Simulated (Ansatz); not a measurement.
ZnTe (zinc blende, space group No. 216), PBEsol in the plane-wave PAW code Ansatz. The conduction-band minimum lies at Γ, with 1 equivalent valley. Second derivatives d²E/dk² of the lowest band at one valley (eV·Å²), along Cartesian directions:

| direction | d²E/dk² |
|---|---|
| [100] | 91.66 |
| [010] | 91.66 |
| [001] | 91.66 |
| [110] | 91.50 |
| [101] | 91.50 |
| [011] | 91.50 |

Problem. Find the principal effective masses, the density-of-states mass and the conductivity mass.

Solution. Off-diagonal terms follow from H_xy = H[110] − (H_xx + H_yy)/2, and m*/mₑ = 7.620 eV·Å² over each eigenvalue: 0.083, 0.083, 0.083. One valley's DOS mass (m₁m₂m₃)^(1/3) = 0.083, conductivity mass 3/(Σ 1/mᵢ) = 0.083 mₑ.

Problem. What effective density of states Nc follows at 300 K for parabolic valleys?

Solution. Nc = 2.509e19 × 1 × (0.083)^(3/2) ≈ 6.0e17 cm⁻³.

Space group F-43m (zinc blende). The cell was relaxed with PBEsol under the symmetry of its start. Spin–orbit coupling is left out wherever it is not named.

Potentials: the later of the program's two PAW sets.

Edges and masses are those of Kohn–Sham bands, whose gap is no quasiparticle gap.
